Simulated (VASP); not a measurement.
# MoS2 (P6_3/mmc) in VASP: further runs

One crystal, MoS2, is run at these levels: rev-vdW-DF2, PBE, PBE+D3(BJ); tasks: band structure.

Program: VASP 6.6.1. These are calculated values, not measurements. Logs are shortened: lines on timing, memory, paths and dates and some standing lists are left out, and cuts for length are marked.

**The experiment to reproduce.**

“Multiwavelength excitation Raman Scattering Analysis of bulk and 2 dimensional MoS2: Vibrational properties of atomically thin MoS2 layers”, 2015, arxiv:1506.03228 reports, for a bulk crystal of MoS2 at 300 K: band gap 1.3 eV (indirect).

How close the calculation comes is told below.

## (1) The structure

Symmetry: P6_3/mmc, No. 194, hexagonal system. Conventional cell: a = 3.168 Å, b = 3.168 Å, c = 12.342 Å, α = 90.00°, β = 90.00°, γ = 120.00°. Around Mo (site symmetry -6m2) lie 6 S at 2.41 Å. Around S (site symmetry 3m) lie 3 Mo at 2.41 Å.

## (2) Band structure, rev-vdW-DF2

File INCAR:

```
PREC = Accurate
ENCUT = 520
EDIFF = 1E-7
ISMEAR = 0
SIGMA = 0.03
LREAL = F
LASPH = T
NELM = 80
ALGO = Normal
ISIF = 2
LWAVE = F
LCHARG = F
LMAXMIX = 4
GGA = MK
LUSE_VDW = T
AGGAC = 0.0
PARAM1 = 0.1234
PARAM2 = 0.711357
ZAB_VDW = -1.8867
NBANDS = 35
ICORELEVEL = 1
KPAR = 2
```

File KPOINTS:

```
Automatic mesh
0
Gamma
  12 12 3
```

File POSCAR:

```
MoS2                                    
1.0
    3.1675335174      0.0000000000      0.0000000000
   -1.5837667587      2.7431644888      0.0000000000
    0.0000000000      0.0000000000     12.3421903605
  Mo              S             
     2     4
Direct
     0.3333333300000021    0.6666666699999979    0.2500000000000000
     0.6666666699999979    0.3333333300000021    0.7500000000000000
     0.3333333300000021    0.6666666699999979    0.6228959178048754
     0.6666666699999979    0.3333333300000021    0.1228959178048754
     0.3333333300000021    0.6666666699999979    0.8771040821951246
     0.6666666699999979    0.3333333300000021    0.3771040821951246
```

File KPOINTS_OPT:

```
explicit points
96
Reciprocal
 0.0000000000  0.0000000000  0.0000000000 1
 0.0555555556  0.0000000000  0.0000000000 1
 0.1111111111  0.0000000000  0.0000000000 1
 0.1666666667  0.0000000000  0.0000000000 1
 0.2222222222  0.0000000000  0.0000000000 1
 0.2777777778  0.0000000000  0.0000000000 1
 0.3333333333  0.0000000000  0.0000000000 1
 0.3888888889  0.0000000000  0.0000000000 1
 0.4444444444  0.0000000000  0.0000000000 1
 0.5000000000  0.0000000000  0.0000000000 1
 0.5000000000  0.0000000000  0.0000000000 1
 0.4814814815  0.0370370370  0.0000000000 1
 0.4629629630  0.0740740741  0.0000000000 1
 0.4444444444  0.1111111111  0.0000000000 1
 0.4259259259  0.1481481481  0.0000000000 1
 0.4074074074  0.1851851852  0.0000000000 1
 0.3888888889  0.2222222222  0.0000000000 1
 0.3703703703  0.2592592592  0.0000000000 1
 0.3518518518  0.2962962963  0.0000000000 1
 0.3333333333  0.3333333333  0.0000000000 1
 0.3333333333  0.3333333333  0.0000000000 1
 0.2962962963  0.2962962963  0.0000000000 1
 0.2592592592  0.2592592592  0.0000000000 1
 0.2222222222  0.2222222222  0.0000000000 1
 0.1851851852  0.1851851852  0.0000000000 1
 0.1481481481  0.1481481481  0.0000000000 1
 0.1111111111  0.1111111111  0.0000000000 1
 0.0740740741  0.0740740741  0.0000000000 1
 0.0370370370  0.0370370370  0.0000000000 1
 0.0000000000  0.0000000000  0.0000000000 1
 0.0000000000  0.0000000000  0.0000000000 1
 0.0000000000  0.0000000000  0.0555555556 1
 0.0000000000  0.0000000000  0.1111111111 1
 0.0000000000  0.0000000000  0.1666666667 1
 0.0000000000  0.0000000000  0.2222222222 1
 0.0000000000  0.0000000000  0.2777777778 1
 0.0000000000  0.0000000000  0.3333333333 1
 0.0000000000  0.0000000000  0.3888888889 1
 0.0000000000  0.0000000000  0.4444444444 1
 0.0000000000  0.0000000000  0.5000000000 1
 0.0000000000  0.0000000000  0.5000000000 1
 0.0555555556  0.0000000000  0.5000000000 1
 0.1111111111  0.0000000000  0.5000000000 1
 0.1666666667  0.0000000000  0.5000000000 1
 0.2222222222  0.0000000000  0.5000000000 1
 0.2777777778  0.0000000000  0.5000000000 1
 0.3333333333  0.0000000000  0.5000000000 1
 0.3888888889  0.0000000000  0.5000000000 1
 0.4444444444  0.0000000000  0.5000000000 1
 0.5000000000  0.0000000000  0.5000000000 1
 0.5000000000  0.0000000000  0.5000000000 1
 0.4814814815  0.0370370370  0.5000000000 1
 0.4629629630  0.0740740741  0.5000000000 1
 0.4444444444  0.1111111111  0.5000000000 1
 0.4259259259  0.1481481481  0.5000000000 1
 0.4074074074  0.1851851852  0.5000000000 1
 0.3888888889  0.2222222222  0.5000000000 1
 0.3703703703  0.2592592592  0.5000000000 1
 0.3518518518  0.2962962963  0.5000000000 1
 0.3333333333  0.3333333333  0.5000000000 1
 0.3333333333  0.3333333333  0.5000000000 1
 0.2962962963  0.2962962963  0.5000000000 1
 0.2592592592  0.2592592592  0.5000000000 1
 0.2222222222  0.2222222222  0.5000000000 1
 0.1851851852  0.1851851852  0.5000000000 1
 0.1481481481  0.1481481481  0.5000000000 1
 0.1111111111  0.1111111111  0.5000000000 1
 0.0740740741  0.0740740741  0.5000000000 1
 0.0370370370  0.0370370370  0.5000000000 1
 0.0000000000  0.0000000000  0.5000000000 1
 0.5000000000  0.0000000000  0.5000000000 1
 0.5000000000  0.0000000000  0.4444444444 1
 0.5000000000  0.0000000000  0.3888888889 1
 0.5000000000  0.0000000000  0.3333333333 1
 0.5000000000  0.0000000000  0.2777777778 1
 0.5000000000  0.0000000000  0.2222222222 1
 0.5000000000  0.0000000000  0.1666666667 1
 0.5000000000  0.0000000000  0.1111111111 1
 0.5000000000  0.0000000000  0.0555555556 1
 0.5000000000  0.0000000000  0.0000000000 1
 0.3333333333  0.3333333333  0.0000000000 1
 0.3333333333  0.3333333333  0.0555555556 1
 0.3333333333  0.3333333333  0.1111111111 1
 0.3333333333  0.3333333333  0.1666666667 1
 0.3333333333  0.3333333333  0.2222222222 1
 0.3333333333  0.3333333333  0.2777777778 1
 0.3333333333  0.3333333333  0.3333333333 1
 0.3333333333  0.3333333333  0.3888888889 1
 0.3333333333  0.3333333333  0.4444444444 1
 0.3333333333  0.3333333333  0.5000000000 1
 0.0000000000  0.0000000000  0.0000000000 1
 0.0000000000  0.0000000000  0.5000000000 1
 0.3333333333  0.3333333333  0.5000000000 1
 0.3333333333  0.3333333333  0.0000000000 1
 0.5000000000  0.0000000000  0.5000000000 1
 0.5000000000  0.0000000000  0.0000000000 1
```

Potentials or basis: VASP PAW PBE potentials, release 64 (Mo_sv, S).

Started as:

```sh
$ cat potpaw_PBE.64/Mo_sv/POTCAR potpaw_PBE.64/S/POTCAR > POTCAR
$ mpirun -np 2 vasp_std > vasp.out
```

OUTCAR:

```text
PREC = Accurate
   ENCUT = 520
   EDIFF = 1E-7
   ISMEAR = 0
   LREAL = F
   LASPH = T
   NELM = 80
   ISIF = 2
   GGA = MK

 ion  position               nearest neighbor table
   1  0.333  0.667  0.250-   4 2.41   6 2.41   4 2.41   6 2.41   4 2.41   6 2.41
   2  0.667  0.333  0.750-   3 2.41   5 2.41   3 2.41   5 2.41   3 2.41   5 2.41
   3  0.333  0.667  0.623-   2 2.41   2 2.41   2 2.41
   4  0.667  0.333  0.123-   1 2.41   1 2.41   1 2.41
   5  0.333  0.667  0.877-   2 2.41   2 2.41   2 2.41
   6  0.667  0.333  0.377-   1 2.41   1 2.41   1 2.41

  LATTYP: Found a hexagonal cell.
 ALAT       =     3.1675335174
 C/A-ratio  =     3.8964671700

  Lattice vectors:

 A1 = (   3.1675335174,   0.0000000000,   0.0000000000)
 A2 = (  -1.5837667587,   2.7431644888,   0.0000000000)
 A3 = (   0.0000000000,   0.0000000000,  12.3421903605)

Analysis of symmetry for initial positions (statically):
=====================================================================
 Subroutine PRICEL returns:
 Original cell was already a primitive cell.

 Routine SETGRP: Setting up the symmetry group for a
 hexagonal supercell.

 Subroutine GETGRP returns: Found 24 space group operations
 (whereof 12 operations were pure point group operations)
 out of a pool of 24 trial point group operations.

The static configuration has the point symmetry D_3d.
 The point group associated with its full space group is D_6h.

Analysis of symmetry for dynamics (positions and initial velocities):
=====================================================================
 Subroutine PRICEL returns:
 Original cell was already a primitive cell.

 Routine SETGRP: Setting up the symmetry group for a
 hexagonal supercell.

 Subroutine GETGRP returns: Found 24 space group operations
 (whereof 12 operations were pure point group operations)
 out of a pool of 24 trial point group operations.

The dynamic configuration has the point symmetry D_3d.
 The point group associated with its full space group is D_6h.

 Subroutine INISYM returns: Found 24 space group operations
 (whereof 12 operations are pure point group operations),
 and found     1 'primitive' translations

----------------------------------------------------------------------------------------

                                     Primitive cell

  volume of cell :     107.2421
[... 110 lines left out ...]
   EMIN   =  10.00;   EMAX   =-10.00  energy-range for DOS
   EFERMI =   0.00;   METHOD = LEGACY
   ISMEAR =     0;   SIGMA  =   0.03  broadening in eV -4-tet -1-fermi 0-gaus
   EFERMI_NEDOS =   21; number of points for ismear=-14 and -15
   IALGO  =     38    algorithm
   IMIX   =      4    mixing-type and parameters
     AMIX     =   0.40;   BMIX     =  1.00
     AMIX_MAG =   1.60;   BMIX_MAG =  1.00
  volume/ion in A,a.u.               =      17.87       120.62
  Fermi-wavevector in a.u.,A,eV,Ry     =   1.286138  2.430448 22.506084  1.654150
  Thomas-Fermi vector in A             =   2.418230
   LORBIT       =      0    0 simple, 1 ext, 2 COOP (PROOUT), +10 PAW based schemes
   GGA     = MK    functional components
   LHFCALC =     F    Hartree Fock is set to
   AEXX    =    0.0000 exact exchange contribution
   IVDW_NL    =     1    kernel type
   BPARAM     = 6.3000
   IVDW    =     0    specifies the selected vdW correction
   LEPSILON=     F    determine dielectric tensor
   LRPA    =     F    only Hartree local field effects (RPA)
 non-spin polarized calculation
 Gauss-broadening in eV      SIGMA  =   0.03
  energy-cutoff  :      520.00
  volume of cell :      107.24
 maximum number of plane-waves:      2910
 NGX is ok and might be reduce to    24
   NGX = 11   NGY = 11   NGZ = 45

 number of electron      51.9999996 magnetization

 Free energy of the ion-electron system (eV)
  ---------------------------------------------------
  ext. energy  EPLUGINS =         0.00000000
  ---------------------------------------------------
  free energy    TOTEN  =       -33.59905429 eV

  energy without entropy =      -33.59905429  energy(sigma->0) =      -33.59905429

 the core state eigenenergies are
   1-  1s -19808.7856  2s  -2788.9784  2p  -2491.9764  3s   -466.1801  3p   -368.8870
       3d   -210.7112
   2-  1s -19808.7856  2s  -2788.9784  2p  -2491.9764  3s   -466.1801  3p   -368.8870
       3d   -210.7112
   3-  1s  -2392.1270  2s   -198.2136  2p   -142.9853
   4-  1s  -2392.1270  2s   -198.2136  2p   -142.9853
   5-  1s  -2392.1270  2s   -198.2136  2p   -142.9853
   6-  1s  -2392.1270  2s   -198.2136  2p   -142.9853

 E-fermi :   7.7088     XC(G=0): -10.9182

 val. band max:        7.3749771107   @ k =   0.0000   0.0000   0.0000
 cond. band min:       8.2401302538   @ k =   0.1667   0.1667   0.0000
 fundamental gap:      0.8651531431
 Fermi energy:         7.7088254619

 k-point     1 :       0.0000    0.0000    0.0000
  band No.  band energies     occupation
      1     -54.0893      2.00000
      2     -54.0893      2.00000
      3     -28.2605      2.00000
      4     -28.2604      2.00000
      5     -28.0368      2.00000
      6     -28.0368      2.00000
[... 901 lines left out ...]
     34      10.9046      0.00000
     35      13.9982      0.00000

 [... further k-points ...]

------------------------ aborting loop because EDIFF is reached ----------------------------------------

  FORCE on cell =-STRESS in cart. coord.  units (eV):
  Direction    XX          YY          ZZ          XY          YZ          ZX
  --------------------------------------------------------------------------------------
  -------------------------------------------------------------------------------------
  Total       -0.0082166     -0.0082166     -0.0226359      0.0000000      0.0000000      0.0000000
  in kB       -0.1227542     -0.1227542     -0.3381761      0.0000000      0.0000000      0.0000000
  external PRESSURE =      -0.1945615 kB  Pullay stress =       0.0000000 kB

 VOLUME and BASIS-vectors are now :
 -----------------------------------------------------------------------------
  energy-cutoff  :      520.00
  volume of cell :      107.24
      direct lattice vectors                 reciprocal lattice vectors
     3.167533517  0.000000000  0.000000000     0.315703052  0.182271243  0.000000000
    -1.583766759  2.743164489  0.000000000     0.000000000  0.364542485  0.000000000
     0.000000000  0.000000000 12.342190361     0.000000000  0.000000000  0.081022896

 POSITION                                       TOTAL-FORCE (eV/Angst)
 -----------------------------------------------------------------------------------
     -0.00000      1.82878      3.08555         0.000000     -0.000000      0.000000
      1.58377      0.91439      9.25664         0.000000      0.000000      0.000000
     -0.00000      1.82878      7.68790         0.000000      0.000000     -0.001116
      1.58377      0.91439      1.51680        -0.000000      0.000000     -0.001116
     -0.00000      1.82878     10.82539         0.000000     -0.000000      0.001116
      1.58377      0.91439      4.65429        -0.000000     -0.000000      0.001116
 -----------------------------------------------------------------------------------
    total drift:                               -0.000014      0.000008     -0.000000

  FREE ENERGIE OF THE ION-ELECTRON SYSTEM (eV)
  ---------------------------------------------------
  free  energy   TOTEN  =       -33.5990542921 eV

  energy  without entropy=      -33.5990542921  energy(sigma->0) =      -33.59905429

Total vdW correction in eV:      6.2624387
```

It took 2.6 min on 2 MPI ranks of Intel Xeon 6975P-C (Granite Rapids), shared host; peak memory 0.55 GiB.

What came out:

* Free energy: -33.5991 eV
* Pressure: 0.0 GPa
* Band gap on the k mesh: 0.87 eV, indirect (least direct gap 1.67 eV)
* Band gap along the path: 0.86 eV, indirect (least direct gap 1.67 eV)

Levels at the corners of the path, in eV from the valence-band top:
```csv
point,band 22,band 23,band 24,band 25,band 26,band 27,band 28,band 29,band 30,band 31
Γ,-2.08,-2.08,-1.17,-1.17,0.00,2.13,2.13,2.16,2.16,2.27
M,-2.46,-1.69,-1.48,-1.37,-1.25,1.61,1.66,1.99,2.26,2.85
M,-2.46,-1.69,-1.48,-1.37,-1.25,1.61,1.66,1.99,2.26,2.85
K,-3.76,-2.68,-2.68,-0.77,-0.60,1.07,1.07,1.81,2.83,2.83
K,-3.76,-2.68,-2.68,-0.77,-0.60,1.07,1.07,1.81,2.83,2.83
Γ,-2.08,-2.08,-1.17,-1.17,0.00,2.13,2.13,2.16,2.16,2.27
Γ,-2.08,-2.08,-1.17,-1.17,0.00,2.13,2.13,2.16,2.16,2.27
A,-2.11,-2.11,-2.11,-0.27,-0.27,2.13,2.13,2.13,2.13,2.37
A,-2.11,-2.11,-2.11,-0.27,-0.27,2.13,2.13,2.13,2.13,2.37
L,-2.61,-1.58,-1.58,-1.30,-1.30,1.63,1.63,2.14,2.14,3.22
L,-2.61,-1.58,-1.58,-1.30,-1.30,1.63,1.63,2.14,2.14,3.22
H,-3.38,-2.86,-2.86,-0.69,-0.69,1.07,1.07,2.28,2.28,2.87
H,-3.38,-2.86,-2.86,-0.69,-0.69,1.07,1.07,2.28,2.28,2.87
A,-2.11,-2.11,-2.11,-0.27,-0.27,2.13,2.13,2.13,2.13,2.37
L,-2.61,-1.58,-1.58,-1.30,-1.30,1.63,1.63,2.14,2.14,3.22
M,-2.46,-1.69,-1.48,-1.37,-1.25,1.61,1.66,1.99,2.26,2.85
K,-3.76,-2.68,-2.68,-0.77,-0.60,1.07,1.07,1.81,2.83,2.83
H,-3.38,-2.86,-2.86,-0.69,-0.69,1.07,1.07,2.28,2.28,2.87
```

Core levels (eV, on the scale of the bands):
```csv
atom,levels
1 Mo,"1s -19808.8, 2s -2789.0, 2p -2492.0, 3s -466.2, 3p -368.9, 3d -210.7"
2 Mo,"1s -19808.8, 2s -2789.0, 2p -2492.0, 3s -466.2, 3p -368.9, 3d -210.7"
3 S,"1s -2392.1, 2s -198.2, 2p -143.0"
4 S,"1s -2392.1, 2s -198.2, 2p -143.0"
5 S,"1s -2392.1, 2s -198.2, 2p -143.0"
6 S,"1s -2392.1, 2s -198.2, 2p -143.0"
```

Caveat: the PAW data sets were made with another functional, which shifts forces and pressure a little.

(Continued in part 2 of 2.)
